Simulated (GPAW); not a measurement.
Write an ASE script for GPAW 26.7.0 that does the following.

* Task: relaxation of cell and atoms
* Functional: PBEsol
* Dispersion: D3
* Potentials or basis: PAW data sets generated in the run's folder for this functional
* Cutoff: 600 eV
* Basis: pw
* k mesh: 5 × 5 × 2
* Occupations: fermi-dirac, width 0.05 eV
* Spin: no spin polarisation
* Target pressure: 1 GPa
* Maxiter: 150
* Optimizer: FIRE
* Fmax: 0.02 eV/Å
* Max steps: 40
* Target pressure: 1 GPa

The structure of Te2Mo lies in Te2Mo.cif:

```cif
data_Te2Mo
_cell_length_a 3.51820000
_cell_length_b 3.51820000
_cell_length_c 13.97360000
_cell_angle_alpha 90.00000000
_cell_angle_beta 90.00000000
_cell_angle_gamma 120.00000000
_space_group_name_H-M_alt 'P1'
_space_group_name_Hall 'P 1'
_space_group_IT_number 1
loop_
_space_group_symop_operation_xyz
'x,y,z'
loop_
_atom_site_label
_atom_site_type_symbol
_atom_site_symmetry_multiplicity
_atom_site_Wyckoff_symbol
_atom_site_fract_x
_atom_site_fract_y
_atom_site_fract_z
_atom_site_occupancy
Te1 Te 1 a 0.6666666667 0.3333333333 0.3790000000 1
Te2 Te 1 a 0.3333333333 0.6666666667 0.8790000000 1
Te3 Te 1 a 0.6666666667 0.3333333333 0.1210000000 1
Te4 Te 1 a 0.3333333333 0.6666666667 0.6210000000 1
Mo1 Mo 1 a 0.6666666667 0.3333333333 0.7500000000 1
Mo2 Mo 1 a 0.3333333333 0.6666666667 0.2500000000 1
```

These files were run (other wordings do the same):

run.py

```python
from ase.calculators.mixing import SumCalculator
from ase.filters import FrechetCellFilter
from ase.io import read, write
from ase.optimize import FIRE
from ase.units import GPa
from dftd3.ase import DFTD3
from gpaw import GPAW, PW, setup_paths

setup_paths.insert(0, '.')

atoms = read('Te2Mo.cif')

calc = GPAW(mode=PW(600),
            xc='PBEsol',
            kpts={'size': (5, 5, 2), 'gamma': True},
            occupations={'name': 'fermi-dirac', 'width': 0.05},
            nbands=46,
            convergence={'density': 1e-05, 'energy': 1e-05},
            maxiter=150,
            txt='gpaw.txt')
atoms.calc = SumCalculator([calc, DFTD3(method='pbesol', damping='d3zero')])
opt = FIRE(FrechetCellFilter(atoms, scalar_pressure=1 * GPa), trajectory='relax.traj', logfile='-')
done = opt.run(fmax=0.02, steps=40)
calc.write('gs.gpw')
write('result.traj', atoms)
print('Converged:', done)
print('Cell:', atoms.cell.cellpar().round(4))
print('Volume:', round(atoms.get_volume(), 4))
print(atoms.get_scaled_positions().round(5))
```

Potentials or basis: PAW data sets generated in the run's folder for this functional, pw.

Run with:

```console
$ gpaw-setup -f PBEsol Mo Te
$ OMP_NUM_THREADS=1 python run.py
```

Results of the run:

```yaml
Relaxed_volume: 22.85 Å³/atom
Relaxed_cell: a = 3.446 Å, b = 3.446 Å, c = 13.334 Å, α = 90.00°, β = 90.00°, γ = 120.00°
Space_group_after_relaxing_to_0.05_Å: P6_3/mmc (No. 194)
Energy_change_on_relaxing_the_enthalpy_is_what_falls: -13.4 meV/atom
Ionic_steps: 35
Pressure_after_relaxing: 0.9 GPa
Band_gap_on_the_k_mesh: 0.43 eV, indirect (least direct gap 1.08 eV)
Dispersion_energy_per_atom: -0.293 eV
```

Caveat: the k mesh is coarse; later steps reuse the first step's grids; spin-orbit coupling is left out, which moves the levels of the heavy elements; an odd mesh through Γ misses points on the zone boundary, where band edges often lie.

Wall time 21 min on 1 thread of Arm Neoverse V1 (shared host), peak memory 0.4 GiB.
